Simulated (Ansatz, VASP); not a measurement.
## Si54BC53 (B_C): VASP beside Ansatz

Wanted: the spread between two codes on one cell, functional and k mesh. Of the first pair: The structure shown is the start of the Ansatz relaxation below; VASP solves that cell, so the two are compared at the walk's first step.

Calculated with Ansatz 0.2.0; plane waves, with VASP 6.6.1 beside it; single point at r2SCAN.

### Step 1. Set-up

The cell holds 108 atoms: 54 Si, 53 C and 1 B. Its edges and angles: a = 9.236 Å, b = 9.236 Å, c = 15.108 Å, α = 90.0°, β = 90.0°, γ = 120.0°. It derives from SiC (SiC (P6_3mc)). Nearest the centre at fractional (0.556, 0.444, 0.542): B108 at 0.05 Å, Si27 at 1.86 Å, Si29 at 1.92 Å, Si47 at 1.92 Å, Si53 at 1.92 Å, C100 at 3.04 Å, C88 at 3.04 Å, C59 at 3.07 Å.

### Step 2. Ansatz: relaxation, r2SCAN

Ansatz runs on its PAW soft_1 files.

The two programs are compared at the cell with which this relaxation starts, whose forces are those of its first step.

input.yaml

```yaml
crystal:
  lattice:
    - [3.07866498, 0.0, 0.0]
    - [-1.53933249, 2.66620208, 0.0]
    - [0.0, 0.0, 15.1078644]
  atoms:
    - { symbol: Si, position: [0.33333333, 0.66666667, 0.8329854] }
    - { symbol: Si, position: [0.66666667, 0.33333333, 0.3329854] }
    - { symbol: Si, position: [0.66666667, 0.33333333, 0.66650102] }
    - { symbol: Si, position: [0.33333333, 0.66666667, 0.16650102] }
    - { symbol: Si, position: [0.0, 0.0, 0.49972248] }
    - { symbol: Si, position: [0.0, 0.0, 0.99972248] }
    - { symbol: C, position: [0.0, 0.0, 0.87436694] }
    - { symbol: C, position: [0.0, 0.0, 0.37436694] }
    - { symbol: C, position: [0.33333333, 0.66666667, 0.70799668] }
    - { symbol: C, position: [0.66666667, 0.33333333, 0.20799668] }
    - { symbol: C, position: [0.66666667, 0.33333333, 0.54152848] }
    - { symbol: C, position: [0.33333333, 0.66666667, 0.04152848] }
  supercell: [3, 3, 1]
  defects: [{ substitution: { at: 58, symbol: B } }]
basis:
  ecutwfc: 500
  xc_grid: 2
hamiltonian:
  xc: r2scan
  pseudopotentials: { kind: paw, azcp: { folder: soft_1 } }
kpoints:
  mp_grid: { grid: [1, 1, 1], shift: [0.25, 0.25, 0.25] }
magnetization:
  spin_polarized: true
  initial_magnetization: 1
  spin_locking: { lock_magnetization: hard }
scf:
  occupations: { method: fixed }
  max_iter: 80
output:
  forces: true
  charged_corrections:
    epsilon: [7.09, 7.09, 7.35]
    static_epsilon: [10.43, 10.43, 10.95]
relax:
  f_tol: 0.02
  max_steps: 80
  random_displacement: { amplitude: 0.05, seed: 109 }
checkpoint:
  write: "../q0_M1.relax.run"
  compress: false
  write_wavefunctions: true
  write_every: 100000
```

Command:

```
$ ansatz run input.yaml --threads 4 --pin off --max-ram 15073MiB --backend cpu --events-out ev --progress --plain --runs-dir out
```

Numbers of over 12 decimals in the logs are rounded to 6 here.

What it wrote:

```text
Warning: This run holds its total moment fixed (magnetization.spin_locking.lock_magnetization: hard) and mixes its density by anderson or broyden (scf.mixing.algorithm, typed or taken by auto). Slabs with a fixed moment have converged under broyden above another state at the same moment, at the default mixing steps and at smaller ones, and under scf.lower_state_search: standard, light or off a state that such a mixer [...]
Engine: ansatz 0.2.0, x86_64-unknown-linux-gnu
Pseudopotentials: kind: paw
Pseudopotential: Si, paw, valence charge 4, recommended cutoff 500 eV (meta_gga), soft_1/Si.paw.azcp
Pseudopotential: C, paw, valence charge 4, recommended cutoff 500 eV (meta_gga), soft_1/C.paw.azcp
Pseudopotential: B, paw, valence charge 3, recommended cutoff 500 eV (meta_gga), soft_1/B.paw.azcp
Functional definition: r2SCAN
  parameter k0 = 0.174
  parameter k1 = 0.065
  parameter a1 = 4.9479
  exchange = r2scan_x(k0 = k0, k1 = k1, a1 = a1)
  correlation = r2scan_c
Crystal: 108 atoms, lattice volume = 1116.095 Å³
Basis set: ecut = 500 eV, 28399 PW (Γ), exchange–correlation on 144×144×240 points (8 copies of the dense FFT grid, shifted against one another)
Bands: 324, of which v1, the nominal top of the filled ones, is band 216 counted from 1 (215 counted from 0)
Symmetry: 1 space group operations
k-points: 1
Non-local potential: Si, projectors of the file, l = 0: 2, l = 1: 2, l = 2: 1
Non-local potential: C, projectors of the file, l = 0: 2, l = 1: 2, l = 2: 1
Non-local potential: B, projectors of the file, l = 0: 2, l = 1: 2, l = 2: 1
PAW form: soft (Blöchl's): semilocal exchange-correlation on the pseudo side does not see the compensation charge
PAW frozen core: Si, regenerated for the run's functional (the file was generated under x = pbe(κ = 0.804, μ = 0.219515), c = pbe(β = 0.066725))
PAW frozen core: C, regenerated for the run's functional (the file was generated under x = pbe(κ = 0.804, μ = 0.219515), c = pbe(β = 0.066725))
PAW frozen core: B, regenerated for the run's functional (the file was generated under x = pbe(κ = 0.804, μ = 0.219515), c = pbe(β = 0.066725))
PAW one-centre angular grid: Si, 302 points (default); XC on 160 Gauss nodes
PAW one-centre angular grid: C, 302 points (default); XC on 219 of its mesh's 2255 points in the sphere
PAW one-centre angular grid: B, 302 points (default); XC on 223 of its mesh's 2233 points in the sphere
Initial density: superposition of atomic densities (chi_scale 0.1, normalization cell)
Starting moments: Σ|m| = 1 μB on 108 of 108 sites
Initial wavefunctions: pseudopotential atomic-orbital guess
Functional: x = r2scan, c = r2scan; τ floored in thin density (d = 2e-4 eV/Å³)
SCF iter   1: F=—  HF=-48107.101938 eV  |F-HF|=—  |Δ(HF+E_count)|=         —  Δρ=7.20e-2 (↑7.20e-2 ↓7.14e-2)  dr2=2.84e2  dr2_τ=7.41e0  dr2_m=4.29e-2  M=1.000 μB ∫|m|=1.007 μB  β_m=1.20  ethr=3.10e-3  ⟨swp⟩=5.0  Hψ=2219  notcnv=0  defer=208
preconditioner: auto → Resta (q_TF=auto, 2.328 Å⁻¹)  ε∞=3.8  [insulator: Δε(μ)=0.097 eV  Ē_g=13.695 eV  n_scr=244 (ndim 8)  ℏωp=23.1 eV  f_vac=0.000  ε∞_Penn≈3.8]
spin=Collinear: Resta preconditioning applied to the charge; magnetization (m = ρ↑ − ρ↓) channel mixes plain (no charge-response kernel on spin).
SCF iter   2: F=—  HF=-48051.098852 eV  |F-HF|=—  |Δ(HF+E_count)|=    5.60e1  Δρ=4.18e-2 (↑4.18e-2 ↓4.17e-2)  dr2=9.33e1  dr2_τ=3.82e-1  dr2_m=2.89e-3  M=1.000 μB ∫|m|=1.163 μB  β_m=1.20  ethr=3.10e-3  ⟨swp⟩=3.0  Hψ=1109  notcnv=0  defer=212  κ⁻¹=1.0e0(r=1)
SCF iter   3: F=—  HF=-48033.747120 eV  |F-HF|=—  |Δ(HF+E_count)|=    1.74e1  Δρ=1.57e-2 (↑1.57e-2 ↓1.57e-2)  dr2=7.74e0  dr2_τ=3.47e-2  dr2_m=3.06e-3  M=1.000 μB ∫|m|=1.223 μB  β_m=1.20  ethr=3.10e-3  ⟨swp⟩=3.0  Hψ=889  notcnv=0  defer=212  κ⁻¹=6.1e-2(r=2)
SCF iter   4: F=—  HF=-48034.487809 eV  |F-HF|=—  |Δ(HF+E_count)|=   7.41e-1  Δρ=1.04e-2 (↑1.04e-2 ↓1.04e-2)  dr2=2.74e0  dr2_τ=1.47e-2  dr2_m=5.30e-4  M=1.000 μB ∫|m|=1.183 μB  β_m=1.20  ethr=1.79e-3  ⟨swp⟩=2.5  Hψ=990  notcnv=0  defer=213  κ⁻¹=3.5e-3(r=3)
SCF iter   5: F=—  HF=-48034.935384 eV  |F-HF|=—  |Δ(HF+E_count)|=   4.48e-1  Δρ=1.41e-3 (↑1.24e-3 ↓1.41e-3)  dr2=7.04e-2  dr2_τ=8.45e-4  dr2_m=2.66e-3  M=1.000 μB ∫|m|=1.147 μB  β_m=1.20  ethr=6.36e-4  ⟨swp⟩=2.0  Hψ=772  notcnv=0  defer=212  κ⁻¹=1.2e-4(r=4)
[...]
- { symbol: Si, position: [0.222684, 0.110532, 0.666446] }
    - { symbol: Si, position: [0.110707, 0.221830, 0.166062] }
    - { symbol: Si, position: [-0.000310337, -0.000177431, 0.499394] }
    - { symbol: Si, position: [0.000355562, -0.000887761, 0.999431] }
    - { symbol: C, position: [0.000693796, -0.00129126, 0.874272] }
    - { symbol: C, position: [-0.00102044, 0.000633392, 0.374038] }
    - { symbol: C, position: [0.111438, 0.221277, 0.707919] }
    - { symbol: C, position: [0.221406, 0.110468, 0.207252] }
    - { symbol: C, position: [0.219015, 0.108017, 0.541361] }
    - { symbol: C, position: [0.111052, 0.221467, 0.041384] }
    - { symbol: Si, position: [0.111750, 0.554620, 0.833037] }
    - { symbol: Si, position: [0.220994, 0.444503, 0.332081] }
    - { symbol: Si, position: [0.222959, 0.443695, 0.666496] }
    - { symbol: Si, position: [0.110927, 0.555390, 0.166055] }
    - { symbol: Si, position: [-0.000807028, 0.332919, 0.499191] }
    - { symbol: Si, position: [0.000270473, 0.332442, 0.999491] }
    - { symbol: C, position: [0.000658735, 0.332052, 0.874320] }
    - { symbol: C, position: [-0.00132174, 0.333959, 0.374208] }
    - { symbol: C, position: [0.111692, 0.554648, 0.708042] }
    - { symbol: C, position: [0.221398, 0.444428, 0.207503] }
    - { symbol: C, position: [0.220497, 0.444346, 0.541486] }
    - { symbol: C, position: [0.111155, 0.554793, 0.041492] }
    - { symbol: Si, position: [0.111723, 0.887677, 0.832985] }
    - { symbol: Si, position: [0.221715, 0.777850, 0.332557] }
    - { symbol: Si, position: [0.222403, 0.777006, 0.666356] }
    - { symbol: Si, position: [0.110967, 0.888500, 0.165801] }
    - { symbol: Si, position: [7.293940864055992e-5, 0.667818, 0.499313] }
    - { symbol: Si, position: [0.000614838, 0.665939, 0.999779] }
    - { symbol: C, position: [0.00143187, 0.665692, 0.875058] }
    - { symbol: C, position: [-0.000773548, 0.667485, 0.374012] }
    - { symbol: C, position: [0.111522, 0.887877, 0.708091] }
    - { symbol: C, position: [0.221782, 0.777683, 0.207743] }
    - { symbol: C, position: [0.222263, 0.777181, 0.541299] }
    - { symbol: C, position: [0.111279, 0.888232, 0.041346] }
    - { symbol: Si, position: [0.444292, 0.219957, 0.834009] }
    - { symbol: Si, position: [0.553952, 0.110674, 0.332155] }
    - { symbol: Si, position: [0.555192, 0.110545, 0.667073] }
    - { symbol: Si, position: [0.444075, 0.222095, 0.166171] }
    - { symbol: Si, position: [0.331670, -0.000635344, 0.499314] }
    - { symbol: Si, position: [0.333541, -0.00114676, 0.999767] }
    - { symbol: C, position: [0.333697, -0.00202527, 0.875058] }
    - { symbol: C, position: [0.332086, 0.000331679, 0.374024] }
    - { symbol: C, position: [0.443485, 0.218985, 0.710334] }
    - { symbol: C, position: [0.554870, 0.110964, 0.207643] }
    - { symbol: C, position: [0.554133, 0.110503, 0.541735] }
    - { symbol: C, position: [0.444568, 0.221558, 0.041509] }
    - { symbol: Si, position: [0.444694, 0.554680, 0.833927] }
    - { symbol: Si, position: [0.554118, 0.445521, 0.333096] }
[...]
- { symbol: B, position: [0.552076, 0.447715, 0.543221] }
[...]
- { symbol: Si, position: [0.669262, 0.329998, 0.497375] }
    - { symbol: Si, position: [0.666999, 0.332462, 0.999731] }
[...]
- { symbol: C, position: [0.888952, 0.445423, 0.541733] }
    - { symbol: C, position: [0.777939, 0.554937, 0.041504] }
    - { symbol: Si, position: [0.778207, 0.887696, 0.832836] }
    - { symbol: Si, position: [0.888848, 0.778864, 0.331727] }
    - { symbol: Si, position: [0.888902, 0.776760, 0.666438] }
    - { symbol: Si, position: [0.777624, 0.888744, 0.166066] }
    - { symbol: Si, position: [0.672117, 0.672365, 0.497399] }
    - { symbol: Si, position: [0.667061, 0.665975, 0.999743] }
    - { symbol: C, position: [0.667509, 0.665611, 0.874793] }
    - { symbol: C, position: [0.667771, 0.670077, 0.372335] }
    - { symbol: C, position: [0.778134, 0.887979, 0.707917] }
    - { symbol: C, position: [0.889010, 0.778084, 0.207251] }
    - { symbol: C, position: [0.891548, 0.780579, 0.541379] }
    - { symbol: C, position: [0.778017, 0.888446, 0.041382] }
```

Reading the cycles: dr2 is the Hartree energy of the density residual (eV), the measure of convergence; HF is the Harris–Foulkes estimate of the energy, which meets the free energy F at convergence.

### Step 3. VASP: single point, r2SCAN, start cell, pair 1

The same cell, functional and mesh now go to VASP, with its own data sets.

Lines of VASP's logs that name or quote its potential files are left out, and so is its time.

INCAR

```
SYSTEM = Si54BC53
PREC = Accurate
ENCUT = 580
EDIFF = 1E-06
NELM = 200
ISMEAR = 0
SIGMA = 0.01
LREAL = Auto
ALGO = Normal
METAGGA = R2SCAN
LASPH = .TRUE.
NBANDS = 296
ISPIN = 2
MAGMOM = -0 -0 -0 0 0 0 -0 0 -0 0 0.01 -0 -0 -0 -0 0 -0 0 -0 0 -0 0 -0 0 0 0 -0 0 0.01 0 -0 0 -0 0 -0 0 -0 -0 -0 -0 0.01 0 -0 0 -0 0 0.04 0 -0 -0 -0 0 0.01 0 0 0 0 0 0.01 0 0 0.01 0.01 0 0.05 0 0 0 0 0 0.01 0 0 0 0 0 0.05 0 0 0 0.03 0 0 0 -0 0.01 0 0.05 0 0 0.01 0 0 0.01 0 0 0.03 0 0 0.05 0 0 0 0 -0 0.01 0 0.16
LORBIT = 11
LWAVE = .FALSE.
LCHARG = .FALSE.
ISIF = 2
ISYM = 0
NUPDOWN = 1
GGA_COMPAT = .FALSE.
LMIXTAU = .TRUE.
NCORE = 2
```

POSCAR

```
Si54BC53
1.0
    9.2359949282      0.0000000000      0.0000000000
   -4.6179974641      7.9986062370      0.0000000000
    0.0000000000      0.0000000000     15.1078644027
Si C B
54 53 1
Direct
    0.1100962592      0.2221710817      0.8362391046
    0.2197123264      0.1093673040      0.3360016919
    0.2244528045      0.1172670553      0.6662509493
[... 1 atom line left out ...]
    0.0012985761      0.9989609440      0.5027908510
[... 2 atom lines left out ...]
    0.2261551055      0.4422036659      0.3329399090
    0.2202099272      0.4480504345      0.6651341799
[... 1 atom line left out ...]
    0.9980748894      0.3367707973      0.5013591463
[... 5 atom lines left out ...]
    0.9955004352      0.6626043142      0.4977099211
[... 1 atom line left out ...]
    0.4472950832      0.2255291668      0.8302739332
    0.5503346659      0.1080787045      0.3311836714
    0.5495906758      0.1069675109      0.6658109136
[... 1 atom line left out ...]
    0.3307473948      0.9937954190      0.4994718511
[... 1 atom line left out ...]
    0.4408436694      0.5543333262      0.8303032557
    0.5552161330      0.4478372724      0.3354708425
    0.5598437741      0.4448274980      0.6643470402
[... 1 atom line left out ...]
    0.3281351773      0.3290467016      0.5012439083
[... 2 atom lines left out ...]
    0.5525099021      0.7720915141      0.3316161614
    0.5556670899      0.7734650034      0.6684547022
[... 1 atom line left out ...]
    0.3364403361      0.6718014165      0.5015809514
[... 5 atom lines left out ...]
    0.6657650759      0.9968423249      0.5025485269
[... 1 atom line left out ...]
    0.7788337295      0.5507483266      0.8329359905
    0.8835403838      0.4445280708      0.3326820301
    0.8945875925      0.4450912940      0.6666942945
[... 1 atom line left out ...]
    0.6692160959      0.3336445027      0.4967586947
[... 2 atom lines left out ...]
    0.8848052793      0.7716961952      0.3325616954
    0.8889520820      0.7778427661      0.6698103538
[... 1 atom line left out ...]
    0.6644887210      0.6705935811      0.4992527600
[... 3 atom lines left out ...]
    0.1110230826      0.2223458622      0.7046890756
[... 1 atom line left out ...]
    0.2262364408      0.1093546768      0.5425974037
[... 5 atom lines left out ...]
    0.2181796877      0.4465274192      0.5412511512
[... 2 atom lines left out ...]
    0.9942909551      0.6660086573      0.3744844969
[... 5 atom lines left out ...]
    0.3385295542      0.9996553149      0.3747520397
    0.4418365641      0.2168369024      0.7063170357
[... 1 atom line left out ...]
    0.5549775540      0.1108921947      0.5382333852
[... 2 atom lines left out ...]
    0.3314311877      0.3276880899      0.3730617942
    0.4420119103      0.5577839273      0.7057921435
[... 3 atom lines left out ...]
    0.3354541811      0.6643702468      0.3767080408
[... 2 atom lines left out ...]
    0.5551319272      0.7729724175      0.5397916464
[... 3 atom lines left out ...]
    0.7786036383      0.2260748869      0.7054787305
[... 4 atom lines left out ...]
    0.6721303425      0.3346029196      0.3757035971
    0.7791545316      0.5614538167      0.7085236348
[... 1 atom line left out ...]
    0.8826513775      0.4412827554      0.5417448014
[... 2 atom lines left out ...]
    0.6627770337      0.6632375495      0.3719401929
    0.7739491477      0.8831047298      0.7068798551
[... 1 atom line left out ...]
    0.8921746259      0.7838803179      0.5408256774
[... 1 atom line left out ...]
    0.5512863780      0.4457761633      0.5403648578
```

KPOINTS

```
Points of the shifted mesh
1
Reciprocal
 0.2500000000  0.2500000000  0.2500000000 1
```

PAW data sets: Si, C and B (PBE family, release 64).

Command:

```
$ mpirun -np 8 vasp_std
```

What it wrote:

```text
[banner, memory and clock lines left out]
running    8 mpi-ranks, on    1 nodes
[...]
|                                                                             |
|               ----> ADVICE to this user running VASP <----                  |
|                                                                             |
|     You enforced a specific xc type in the INCAR file but a different       |
|     [... a line on the potential file left out ...]
|     I HOPE YOU KNOW WHAT YOU ARE DOING!                                     |
|                                                                             |

 LDA part: xc-table for (None), standard interpolation
 POSCAR, INCAR and KPOINTS ok, starting setup
[...]
entering main loop
       N       E                     dE             d eps       ncg     rms          rms(c)
DAV:   1     0.120097704705E+04    0.12010E+04   -0.21647E+05  1184   0.149E+03
DAV:   2    -0.103778303216E+04   -0.22388E+04   -0.21068E+04  1456   0.254E+02
DAV:   3    -0.119565779100E+04   -0.15787E+03   -0.15620E+03  1456   0.626E+01
DAV:   4    -0.119913047837E+04   -0.34727E+01   -0.34587E+01  1448   0.101E+01
[...]
DAV:  24    -0.103937771039E+04    0.14923E-05   -0.55421E-07   688   0.149E-03    0.580E-03
DAV:  25    -0.103937770842E+04    0.19688E-05   -0.78733E-07   688   0.156E-03    0.410E-03
DAV:  26    -0.103937770814E+04    0.27999E-06   -0.33024E-07   688   0.122E-03
   1 F= -.10393777E+04 E0= -.10393777E+04  d E =-.405569E-15  mag=     1.0000
```

OUTCAR, selected parts (step 3):

```text
  FREE ENERGIE OF THE ION-ELECTRON SYSTEM (eV)
  ---------------------------------------------------
  free  energy   TOTEN  =     -1039.3777081447 eV

  energy  without entropy=    -1039.3777081447  energy(sigma->0) =    -1039.37770814

 magnetization (x)
# of ion       s       p       d       tot
------------------------------------------
    1       -0.000  -0.000   0.000  -0.000
    2       -0.000   0.000   0.000  -0.000
    3       -0.000  -0.000   0.000  -0.001
    4       -0.000   0.000   0.000   0.000
    5       -0.000   0.002   0.000   0.001
    6       -0.000   0.000   0.000   0.000
    7       -0.000  -0.000   0.000  -0.000
    8       -0.000   0.002   0.000   0.002
    9       -0.001  -0.002   0.000  -0.002
   10       -0.000   0.001   0.000   0.001
   11       -0.000   0.008   0.000   0.008
   12       -0.000   0.000   0.000  -0.000
   13       -0.000  -0.000   0.000  -0.000
[...]
--------------------------------------------------
tot          0.027   0.587   0.000   0.614
```

The run ends at a pressure of 1.16 GPa, with forces up to 2.3 eV/Å.

### Step 4. Differences

Known differences besides the potentials themselves: VASP starts from the moments at which Ansatz ended; VASP keeps PBE cores, Ansatz makes them for the functional; fixed occupations in Ansatz, narrow Gaussian smearing in VASP; the cutoff is 500 eV in Ansatz and 580 eV in VASP (PREC = Accurate, projectors in real space). Total energies have different zeros and are not compared.

Forces on 9 of the 108 atoms, those with the largest forces and the largest differences (eV/Å; atoms numbered as in POSCAR):

```
atom          Ansatz x, y, z            VASP x, y, z
Si29  -0.523, -0.233, -1.182  -0.528, -0.248, -1.183
Si37  -0.497, -2.014, -0.836  -0.496, -2.007, -0.829
Si44   2.123, -0.234, -0.347   2.117, -0.230, -0.347
Si45   -2.213, 0.030, -0.331   -2.203, 0.035, -0.328
Si47    0.041, -0.974, 0.253    0.056, -0.971, 0.237
Si53    1.921, 0.106, -1.030    1.918, 0.123, -1.037
 C72  -0.327, -0.478, -2.241  -0.326, -0.475, -2.228
 C88    -1.018, 1.197, 1.702    -1.012, 1.192, 1.697
C107    0.870, 0.716, -1.856    0.870, 0.713, -1.847
```

The forces differ by 4.6 meV/Å r.m.s., which is 0.5 % of the r.m.s. force of 0.867 eV/Å (both taken over all components). Moments aren't recorded for both runs of this pair, so they may hold unlike magnetic states.

### Step 5. Ansatz: relaxation, r2SCAN

This run makes the geometry at which the two programs are then compared.

The structure compared here is the end of the Ansatz relaxation.

input.yaml is that of step 2.

Command:

```
$ ansatz run input.yaml --threads 4 --pin off --max-ram 15073MiB --backend cpu --events-out ev --progress --plain --runs-dir out
```

What it wrote:

```text
[...]
Crystal: 108 atoms, lattice volume = 1116.095 Å³
Basis set: ecut = 500 eV, 28399 PW (Γ), exchange–correlation on 144×144×240 points (8 copies of the dense FFT grid, shifted against one another)
Bands: 324, of which v1, the nominal top of the filled ones, is band 216 counted from 1 (215 counted from 0)
Symmetry: 1 space group operations
k-points: 1
[...]
Starting moments: Σ|m| = 1 μB on 108 of 108 sites
[...]
- { symbol: C, position: [-0.00132174, 0.333959, 0.374208] }
[...]
- { symbol: B, position: [0.552076, 0.447715, 0.543221] }
[...]
- { symbol: Si, position: [0.888902, 0.776760, 0.666438] }
    - { symbol: Si, position: [0.777624, 0.888744, 0.166066] }
    - { symbol: Si, position: [0.672117, 0.672365, 0.497399] }
    - { symbol: Si, position: [0.667061, 0.665975, 0.999743] }
[...]
- { symbol: C, position: [0.778134, 0.887979, 0.707917] }
    - { symbol: C, position: [0.889010, 0.778084, 0.207251] }
    - { symbol: C, position: [0.891548, 0.780579, 0.541379] }
    - { symbol: C, position: [0.778017, 0.888446, 0.041382] }
```

[end of part 1 of 2]

[Lines on the potential files, build, host, timing and source positions are cut from VASP's logs without a mark.]

[Logs are printed without paths, hosts, clocks, repeated set-up lines and the standing remarks that a program may print on its own settings, such as how far it seeks lower states.]

[Hosts, paths, dates, database ids (printed as entryN), source tags and the programs' standing remarks are cut or masked in the printed files.]
